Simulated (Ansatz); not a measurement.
Runs of Ansatz 0.2.0 on MoS2. The structure is trigonal, space group R3m (No. 160). The conventional cell has a = 3.160 Å, b = 3.160 Å, c = 18.450 Å, α = 90.00°, β = 90.00°, γ = 120.00°. Mo (site symmetry 3m) is surrounded by 6 S at 2.39 Å. Around S (site symmetry 3m) lie 3 Mo at 2.39 Å. Around S (site symmetry 3m) lie 3 Mo at 2.39 Å. Measurements of this composition are mostly on another form, of space group No. 194.

| task | level | spin | cell | k mesh | smearing | points for each segment of the path | atoms under strain | gap on the mesh (eV) | pressure (GPa) | relaxed volume (Å³/atom) | largest force (eV/Å) |
| --- | --- | --- | --- | --- | --- | --- | --- | --- | --- | --- | --- |
| relaxation of cell and atoms | revPBE | off | relaxed | 10 × 10 × 10 | fermi-dirac 0.05 eV | - | - | 1.65 | 0.0 | 25.99 | - |
| relaxation of cell and atoms | RPBE | off | relaxed | 10 × 10 × 10 | fermi-dirac 0.05 eV | - | - | 1.56 | 0.0 | 23.91 | - |
| band structure | PBEsol | off | as given | 10 × 10 × 10 | fermi-dirac 0.05 eV | 14 | - | 0.91 | 0.3 | - | 0.26 |
| band structure | revPBE | off | as given | 10 × 10 × 10 | fermi-dirac 0.05 eV | 14 | - | 0.99 | 7.3 | - | 0.57 |
| relaxation of cell and atoms | PBEsol | off | relaxed | 10 × 10 × 10 | fermi-dirac 0.05 eV | - | - | 1.02 | 0.0 | 17.91 | - |
| relaxation of cell and atoms | PBEsol+D4 | off | relaxed | 10 × 10 × 10 | fermi-dirac 0.05 eV | - | - | (b) | 0.0 | 16.68 | - |
| elastic constants | LDA | off | as given | 7 × 7 × 7 | fixed | - | relaxed | 0.99 | -2.6 | - | - |
| band structure | RPBE | off | as given | 10 × 10 × 10 | fermi-dirac 0.05 eV | 14 | - | 1.00 | 8.1 | - | (a) |
| band structure | BLYP | off | as given | 10 × 10 × 10 | fermi-dirac 0.05 eV | 14 | - | (c) | 12.9 | - | 0.93 |
| relaxation of cell and atoms | PBEsol+D3(BJ) | off | relaxed | 10 × 10 × 10 | fermi-dirac 0.05 eV | - | - | 0.52 | 0.0 | 16.21 | 0.01 |
| band structure | LDA | SOC, no magnetisation | as given | 7 × 7 × 7 | fermi-dirac 0.05 eV | 14 | - | 0.98 | -2.4 | - | (d) |
| band structure | PBEsol | SOC, no magnetisation | as given | 7 × 7 × 7 | fermi-dirac 0.05 eV | 14 | - | 1.01 | 0.3 | - | 0.26 |

Alike in all rows: potentials or basis Ansatz PAW; cutoff (eV) 420.

**Question.** Fill in the values left out.

**Answer.** (a) 0.59; (b) 0.66; (c) 0.97; (d) 0.08.

Caveats: the PAW data sets come from PBE, with cores solved anew for the run's functional, which leaves a small shift of forces and pressure; the plane-wave basis is chosen anew once the cell has moved, so the energies of steps on either side of that aren't comparable (some runs); the k mesh misses the band edges, so the gap on the mesh is wider than the one along the path (some runs); the volume moved by over 15 % at a fixed basis, so the end points are rough (some runs); the volume moved by +47 % from the deposited cell, more than functionals usually miss (some runs); the volume moved by +35 % from the deposited cell, more than functionals usually miss (some runs); odd divisions of the mesh miss points on the zone boundary, where band edges often lie, so the gap on the mesh can be too wide (some runs).

A k mesh can miss the band edges, and rows without SOC leave out spin-orbit coupling on Mo.

Runs at the PBE level aren't shown here.
